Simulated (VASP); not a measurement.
An input for Quantum ESPRESSO's pw.x (written as the equivalent of a VASP run, and not itself run):

```
&CONTROL
  calculation = 'scf'
  pseudo_dir = './pseudo'
  outdir = './out'
  tprnfor = .true.
  tstress = .true.
/
&SYSTEM
  ibrav = 0
  nat = 5
  ntyp = 3
  ecutwfc = 110
  occupations = 'tetrahedra'
  input_dft = 'pbesol'
/
&ELECTRONS
  conv_thr = 7.3e-09
  electron_maxstep = 100
/
ATOMIC_SPECIES
  La 138.905 La.upf
  Al 26.982 Al.upf
  O 15.999 O.upf
CELL_PARAMETERS angstrom
     3.7713466    0.0000000    0.0000000
     0.0000000    3.7713466    0.0000000
     0.0000000    0.0000000    3.7713466
ATOMIC_POSITIONS crystal
  La   0.0000000  0.0000000  0.0000000
  Al   0.5000000  0.5000000  0.5000000
  O    0.5000000  0.0000000  0.5000000
  O    0.0000000  0.5000000  0.5000000
  O    0.5000000  0.5000000  0.0000000
K_POINTS automatic
  7 7 7 0 0 0
```

Question: Translate this input to VASP (INCAR, KPOINTS, POSCAR, choice of POTCAR).

Answer: One answer among several that fit: 
**INCAR**
```
SYSTEM = LaAlO3
PREC = Accurate
ENCUT = 520
EDIFF = 1E-7
NELM = 100
ALGO = Normal
LREAL = .FALSE.
LASPH = .TRUE.
ISMEAR = -5
GGA = PS
LMAXMIX = 6
LWAVE = .FALSE.
LCHARG = .TRUE.
LORBIT = 11
NEDOS = 601
ISIF = 2
LEFG = .TRUE.
```

File KPOINTS:
```
Automatic mesh
0
gamma
 7 7 7
```

**POSCAR**
```
LaAlO3
1
    3.7713465549     0.0000000000     0.0000000000
    0.0000000000     3.7713465549     0.0000000000
    0.0000000000     0.0000000000     3.7713465549
La Al O
1 1 3
Direct
  0.0000000000   0.0000000000   0.0000000000
  0.5000000000   0.5000000000   0.5000000000
  0.5000000000   0.0000000000   0.5000000000
  0.0000000000   0.5000000000   0.5000000000
  0.5000000000   0.5000000000   0.0000000000
```

POTCAR, in this order: La Al O (PBE.64 set). Program: vasp_std.

What does not carry over: the potentials are each code's own (VASP's PAW set, PseudoDojo norm-conserving files in pw.x), so ENCUT and ecutwfc are chosen apart and not converted; conv_thr bounds pw.x's estimated SCF error, while EDIFF bounds the energy change between steps; the field gradients of LEFG aren't asked of the other code.

The compound is LaAlO3 in the cubic perovskite structure, the ideal cubic form; the compound distorts at low or room temperature. It was relaxed first.
